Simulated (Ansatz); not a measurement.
# TiO2: how well frozen cores do, part 2 of 2

Does the method matter for TiO2? The same cell, functional and mesh are run with full-potential LAPW, PAW with frozen cores and all-electron PAW on datasets made for the crystal.

Ansatz 0.2.0; DFT PBE; a database cell (COD). «Crystal datasets» are all-electron PAW datasets made for this crystal. The steps go on from the part before.

### 3 PAW with frozen cores

Input file input.yaml:

```yaml
crystal:
  lattice:
    - [4.594, 0.0, 0.0]
    - [0.0, 4.594, 0.0]
    - [0.0, 0.0, 2.959]
  atoms:
    - { symbol: Ti, position: [0.0, 0.0, 0.0] }
    - { symbol: Ti, position: [0.5, 0.5, 0.5] }
    - { symbol: O, position: [0.306, 0.306, 0.0] }
    - { symbol: O, position: [0.194, 0.806, 0.5] }
    - { symbol: O, position: [0.694, 0.694, 0.0] }
    - { symbol: O, position: [0.806, 0.194, 0.5] }
kpoints:
  mp_grid: { grid: [6, 6, 9] }
  band_path:
    path:
      - [0.0, 0.0, 0.0]
      - [0.0, 0.5, 0.0]
      - [0.5, 0.5, 0.0]
      - [0.0, 0.0, 0.0]
      - [0.0, 0.0, 0.5]
      - [0.0, 0.5, 0.5]
      - [0.5, 0.5, 0.5]
      - [0.0, 0.0, 0.5]
      - [0.0, 0.5, 0.0]
    npoints: 8
scf:
  occupations: { method: fermi_dirac, width: 0.05 }
hamiltonian:
  xc: pbe
  pseudopotentials: { kind: paw }
output:
  forces: true
  stress: true
  eigenvalues: true
  efg: { contact_densities: true }
  populations: true
  bader: true
  dos: { projected: true, de: 0.2, e_range: [-14, 8] }
```

Standard output:

```text
Engine: ansatz 0.2.0
Pseudopotentials: kind: paw
Pseudopotential: Ti, paw, valence charge 12, recommended cutoff 420 eV (normal)
Pseudopotential: O, paw, valence charge 6, recommended cutoff 420 eV (normal)
Functional definition: PBE
  parameter kappa = 0.804
  parameter beta = 0.06672455060314922
  exchange = pbe_x(kappa = kappa, mu = beta*pi^2/3)
  correlation = pbe_c(beta = beta)
Crystal: 6 atoms, lattice volume = 62.449 Å³
Basis set: ecut = 420 eV, 1217 PW (Γ), exchange–correlation on 64×64×40 points (8 copies of the dense FFT grid, shifted against one another)
Bands: 30, of which v1, the nominal top of the filled ones, is band 24 counted from 1 (23 counted from 0)
Symmetry: 16 space group operations
Space group: P42/mnm (ITA 136), of the structure as read, at distance tolerance 4.0e-5 Å
k-points: 50 of 324
Non-local potential: Ti, projectors of the file, l = 0: 3, l = 1: 2, l = 2: 3, l = 3: 1
Non-local potential: O, projectors of the file, l = 0: 2, l = 1: 2, l = 2: 1
PAW form: soft (Blöchl's): semilocal exchange-correlation on the pseudo side does not see the compensation charge
PAW one-centre angular grid: Ti, 590 points (default); XC on 64 Gauss nodes
PAW one-centre angular grid: O, 110 points (default); XC on 64 Gauss nodes
Initial density: superposition of atomic densities (neutral atoms: chi_scale 0, normalization atom), corrected by the library's trained network
Initial wavefunctions: pseudopotential atomic-orbital guess
Functional: x = pbe(κ = 0.804, μ = 0.2195149727645171), c = pbe(β = 0.06672455060314922)
SCF iter   1: F=—  HF=-7277.276310 eV  |F-HF|=—  |Δ(HF+E_count)|=         —  Δρ=2.20e-3  dr2=1.82e-3  ethr=1.77e-3  ⟨swp⟩=4.9  Hψ=5995  notcnv=0
preconditioner: auto → Resta (q_TF=auto, 2.611 Å⁻¹)  ε∞=8.9  [insulator: Δε(μ)=1.914 eV  Ē_g=9.432 eV  σ=0.050 eV  W_gap=1.00  n_scr=18 (ndim 8)  ℏωp=26.6 eV  f_vac=0.019  D(μ)=0.00/eV (n_scr^D=0)  ε∞_Penn≈8.9]
SCF iter   2: F=—  HF=-7277.277024 eV  |F-HF|=—  |Δ(HF+E_count)|=   7.14e-4  Δρ=1.31e-3  dr2=5.56e-4  ethr=3.78e-6  ⟨swp⟩=2.5  Hψ=2940  notcnv=0
SCF iter   3: F=—  HF=-7277.277273 eV  |F-HF|=—  |Δ(HF+E_count)|=   2.49e-4  Δρ=6.50e-4  dr2=1.54e-4  ethr=1.16e-6  ⟨swp⟩=2.1  Hψ=2106  notcnv=0
SCF iter   4: F=—  HF=-7277.277423 eV  |F-HF|=—  |Δ(HF+E_count)|=   1.50e-4  Δρ=1.67e-4  dr2=1.53e-5  ethr=3.20e-7  ⟨swp⟩=2.3  Hψ=2291  notcnv=0
SCF iter   5: F=—  HF=-7277.277376 eV  |F-HF|=—  |Δ(HF+E_count)|=   4.67e-5  Δρ=3.58e-5  dr2=8.77e-7  ethr=3.18e-8  ⟨swp⟩=2.0  Hψ=2073  notcnv=0
SCF iter   6: F=-7277.277376 eV  HF=-7277.277376 eV  |F-HF|=6.22e-8  |Δ(HF+E_count)|=   2.80e-7  Δρ=1.02e-5  dr2=7.81e-8  ethr=2.08e-10  ⟨swp⟩=5.5  Hψ=6269  notcnv=0
SCF 1 converged in 6 iterations: F = -7277.277376 eV  dr2 = 7.81e-8
NSCF: frozen V_eff on 65 k-points
SCF converged after 6 iterations
Free energy (F): -7277.277376 eV
Harris-Foulkes:  -7277.277376 eV  (|F-HF|=6.22e-8)
Internal energy: -7277.277376 eV  (E = F + TS)
E sigma→0 (E₀):  -7277.277376 eV
Fermi energy:    10.049002 eV
--- Per-component energies (eV) ---
  E_band       = -391.052374
  E_kinetic    = 1247.560760
  E_local      = -3090.291641  (includes V_loc(G=0)·N_el)
  E_nonlocal   = 196.446739
  E_hartree    = 1177.624849
  E_xc         = -492.945993
  E_vxc        = -624.332642  (∫ρ·V_xc dr)
  E_paw        = -2722.002189  (= ΣΔE_a)
  E_vpaw       = -475.687890  (= ΣTr[D̂ρ^β])
  E_aug_tail   = 0.010055  (compensation charges beyond the density's cutoff)
  E_ewald      = -3593.679957
  E_smearing   = -0.000000  (= −TS)
  E_closure    = 0.000000  (closes the sum)
  Σ components = -7277.277376   (vs F -7277.277376, Δ=0.00e0)
--- Forces (eV/Å), atoms counted from 1 ---
  atom   1  Ti    -0.00000000    -0.00000000     0.00000000
  atom   2  Ti    -0.00000000     0.00000000     0.00000000
  atom   3  O     -0.16486094    -0.16486094     0.00000000
  atom   4  O      0.16486094    -0.16486094     0.00000000
  atom   5  O      0.16486094     0.16486094     0.00000000
  atom   6  O     -0.16486094     0.16486094     0.00000000
  max |Σ_I F_I| component: 1.11e-16 eV/Å
--- Stress (GPa, compression-positive) ---
        5.687060       0.000000       0.000000
        0.000000       5.687060       0.000000
        0.000000       0.000000       4.848737
  P = ⅓ Tr σ = 5.4076 GPa (54.076 kbar)
--- PAW observables at the nuclei: V_zz in 10²¹ V/m², potentials from the cell's mean, atoms counted from 1 ---
  atom   1  Ti V_zz =    -2.650028   η = 0.4912   by run symmetry: allowed
            electrostatic potential = -2527.114412 V   contact ρ = 56792.064957 e/Å³
  atom   2  Ti V_zz =    -2.650028   η = 0.4912   by run symmetry: allowed
            electrostatic potential = -2527.114412 V   contact ρ = 56792.064957 e/Å³
  atom   3  O  V_zz =    +2.334694   η = 0.8833   by run symmetry: allowed
            electrostatic potential = -624.770710 V   contact ρ = 2157.449426 e/Å³
  atom   4  O  V_zz =    +2.334694   η = 0.8833   by run symmetry: allowed
            electrostatic potential = -624.770710 V   contact ρ = 2157.449426 e/Å³
  atom   5  O  V_zz =    +2.334694   η = 0.8833   by run symmetry: allowed
            electrostatic potential = -624.770710 V   contact ρ = 2157.449426 e/Å³
  atom   6  O  V_zz =    +2.334694   η = 0.8833   by run symmetry: allowed
            electrostatic potential = -624.770710 V   contact ρ = 2157.449426 e/Å³
--- Band table (eV; the first three rows and the last of 50) ---
  k-point 0: bands = ["-47.7185", "-47.7014", "-24.0407", "-24.0407", "-23.8720", "-23.8720", "-23.8330", "-23.7982", "-9.0819", "-7.9196", "-7.1554", "-7.1554", "3.3638", "3.7737", "4.2334", "5.2709", "5.2709", "6.5868", "6.5868", "7.1560", "8.4262", "8.6925", "8.6925", "9.1085", "11.0433", "11.3778", "11.5786", "11.6511", "11.6511", "13.5159"]
  k-point 1: bands = ["-47.7132", "-47.6971", "-24.0266", "-24.0266", "-23.8871", "-23.8697", "-23.8697", "-23.8552", "-8.9508", "-7.8435", "-7.2190", "-7.2190", "3.5443", "3.9114", "4.3755", "5.1431", "5.1431", "6.7854", "6.8336", "6.8336", "7.9188", "8.4457", "8.4457", "9.0537", "11.3441", "11.4877", "11.4909", "11.8147", "11.8147", "13.6176"]
  k-point 2: bands = ["-47.6996", "-47.6865", "-24.0215", "-23.9970", "-23.9897", "-23.9897", "-23.8649", "-23.8649", "-8.6012", "-7.6647", "-7.3790", "-7.3790", "4.0242", "4.2636", "4.7927", "5.0235", "5.0235", "6.0036", "6.9253", "7.2551", "7.2551", "7.8446", "7.8446", "8.7871", "11.3738", "11.6783", "11.8687", "12.1913", "12.1913", "13.3251"]
  k-point 49: bands = ["-47.6701", "-47.6701", "-24.2593", "-24.2593", "-23.9059", "-23.9059", "-23.8733", "-23.8733", "-7.7688", "-7.7688", "-7.5126", "-7.5126", "4.4127", "4.4127", "4.5927", "4.5927", "5.6101", "5.6101", "6.4873", "6.4873", "7.8278", "7.8278", "8.4095", "8.4095", "11.7716", "11.7716", "12.3207", "12.3207", "12.3730", "12.3730"]
--- Löwdin populations: 6 sites ---
  site symbol       q [e]
     0     Ti     10.6319
     1     Ti     10.6319
     2      O      6.6448
     3      O      6.6448
     4      O      6.6448
     5      O      6.6448
  spilling = 0.003274 (of n_electrons = 48.000000)
--- Bader charges: 6 sites ---
  site symbol  charge [e]  shift [e]
     0     Ti      2.2834     0.0038
     1     Ti      2.2834     0.0038
     2      O     -1.1417     0.0019
     3      O     -1.1417     0.0019
     4      O     -1.1417     0.0019
     5      O     -1.1417     0.0019
  estimated error of the sums over rays = 4.1e-4 e
```

It took 27 s on 2 threads, shared host.

In short: pressure 5.41 GPa; gap 1.93 eV, direct at Γ; largest force 0.233 eV/Å; Vzz Ti1 -2.65 (η = 0.49), O3 2.33 (η = 0.88) (10²¹ V/m²).

| atom | Bader charge (e) | basin volume (Å³) |
| --- | --- | --- |
| Ti1 | +2.28 | 6.99 |
| O3 | -1.14 | 12.12 |

### 4 All-electron PAW on datasets made for the crystal

input.yaml: that of step 3 with these lines changed.

```diff
@@ -30,3 +30,3 @@
   xc: pbe
-  pseudopotentials: { kind: paw }
+  pseudopotentials: { kind: all_electron, datasets: crystal }
 output:
@@ -36,4 +36 @@
   efg: { contact_densities: true }
-  populations: true
-  bader: true
-  dos: { projected: true, de: 0.2, e_range: [-14, 8] }
```

Standard output (excerpt; [...] marks lines left out):

```text
[...]
[... 1 set-up line as earlier in the session ...]
Pseudopotential: Ti, paw, valence charge 12, recommended cutoff 460 eV (normal), Koelling and Harmon's equation, gaussian nucleus
Pseudopotential: O, paw, valence charge 6, recommended cutoff 460 eV (normal), Koelling and Harmon's equation, gaussian nucleus
[... 1 set-up line as earlier in the session ...]
[...]
Crystal: 6 atoms, lattice volume = 62.449 Å³
Basis set: ecut = 460 eV, 1399 PW (Γ), exchange–correlation on 72×72×48 points (8 copies of the dense FFT grid, shifted against one another)
Bands: 30, of which v1, the nominal top of the filled ones, is band 24 counted from 1 (23 counted from 0)
[... 2 set-up lines as earlier in the session ...]
k-points: 50 of 324
[...]
        5.692209       0.000000       0.000000
        0.000000       5.692209       0.000000
        0.000000       0.000000       4.841106
  P = ⅓ Tr σ = 5.4085 GPa (54.085 kbar)
--- PAW observables at the nuclei: V_zz in 10²¹ V/m², potentials from the cell's mean, atoms counted from 1 ---
  atom   1  Ti V_zz =    -2.514235   η = 0.5252   by run symmetry: allowed
            electrostatic potential = -2526.853367 V   contact ρ = 56839.523379 e/Å³
  atom   2  Ti V_zz =    -2.514235   η = 0.5252   by run symmetry: allowed
            electrostatic potential = -2526.853367 V   contact ρ = 56839.523379 e/Å³
[...]
            electrostatic potential = -624.787197 V   contact ρ = 2157.980248 e/Å³
[...]
            electrostatic potential = -624.787197 V   contact ρ = 2157.980248 e/Å³
[...]
            electrostatic potential = -624.787197 V   contact ρ = 2157.980248 e/Å³
[...]
            electrostatic potential = -624.787197 V   contact ρ = 2157.980248 e/Å³
--- Band table (eV; the first three rows and the last of 50) ---
[... band rows left out ...]
[...]
```

It took 25 s on 2 threads, shared host.

Result: pressure 5.41 GPa; gap 1.93 eV, direct at Γ; largest force 0.233 eV/Å; Vzz Ti1 -2.51 (η = 0.53), O3 2.26 (η = 0.86) (10²¹ V/m²).

| atom | contact density (e/Å³) |
| --- | --- |
| Ti1 | 56839.52 |
| O3 | 2157.98 |

### 5 The methods compared

Highest filled and lowest empty level at the labelled points (eV from each run's valence-band top):

| point | LAPW top | LAPW bottom | PAW top | PAW bottom | crystal datasets top | crystal datasets bottom |
| --- | --- | --- | --- | --- | --- | --- |
| Γ | 0.00 | 1.93 | 0.00 | 1.93 | 0.00 | 1.93 |
| X | -0.74 | 2.61 | -0.74 | 2.62 | -0.74 | 2.61 |
| M | -1.01 | 1.98 | -1.00 | 1.99 | -1.01 | 1.98 |
| Γ | 0.00 | 1.93 | 0.00 | 1.93 | 0.00 | 1.93 |
| Z | -1.41 | 2.98 | -1.41 | 2.99 | -1.41 | 2.98 |
| R | -1.01 | 1.95 | -1.01 | 1.95 | -1.01 | 1.95 |
| A | -0.67 | 2.61 | -0.66 | 2.62 | -0.67 | 2.61 |
| Z | -1.41 | 2.98 | -1.41 | 2.99 | -1.41 | 2.98 |
| X | -0.74 | 2.61 | -0.74 | 2.62 | -0.74 | 2.61 |

| method | pressure (GPa) | gap (eV) | largest force (eV/Å) | Vzz Ti1 (10²¹ V/m²) | Vzz O3 (10²¹ V/m²) | SCF cycles, all passes |
| --- | --- | --- | --- | --- | --- | --- |
| LAPW | 5.40 | 1.93 | 0.233 | – | – | 12 |
| PAW | 5.41 | 1.93 | 0.233 | -2.65 | 2.33 | 6 |
| crystal datasets | 5.41 | 1.93 | 0.233 | -2.51 | 2.26 | 11 |

### 6 Results

The summary covers parts 1 to 2.

| quantity | value |
| --- | --- |
| pressure | LAPW 5.40, PAW 5.41, crystal datasets 5.41 GPa |
| gap (LAPW) | 1.93 eV, direct at Γ |
| largest force | LAPW 0.233, PAW 0.233, crystal datasets 0.233 eV/Å |
| Bader charges (PAW) | Ti1 +2.28, O3 -1.14 e |

In words: At this geometry the cell is under compression of 5.4 GPa, so it would expand if let go. A gap opens: 1.93 eV, direct at Γ. It is the Kohn-Sham gap of a semilocal functional, which mostly lies below the gap found in experiment. Against the measured gap of TiO2, 3.03 eV (direct; 1.6 K; quoted in “Shallow Valence Band of Rutile GeO2 and P-type Doping”, 2020, arxiv:2011.08928), the calculated 1.93 eV is off by -36.4 %. 3 values of this kind are on record in papers (3.02 to 3.05 eV); this one was drawn at random among those near their median. Semilocal functionals fall short of gaps. The calculation has no temperature and no excitons. O 2p states make 94 % of the projected weight in the top eV of the valence band. The projection holds only the free atom's occupied shells (Ti 3d, O 2s, O 2p in this range). The field gradient at Ti1, the largest by crystal datasets, is -2.65 by PAW and -2.51 by crystal datasets (10²¹ V/m²); frozen cores can miss part of the core's response. In pressure, PAW differs from LAPW by less than 0.01 GPa and less than 0.01 eV in the gap. The forces differ by at most 1 meV/Å in a component, on a largest force of 0.233 eV/Å. The price, with the outputs that each input asks for: 61 s for LAPW against 27 s for PAW, about 2.3 to one.
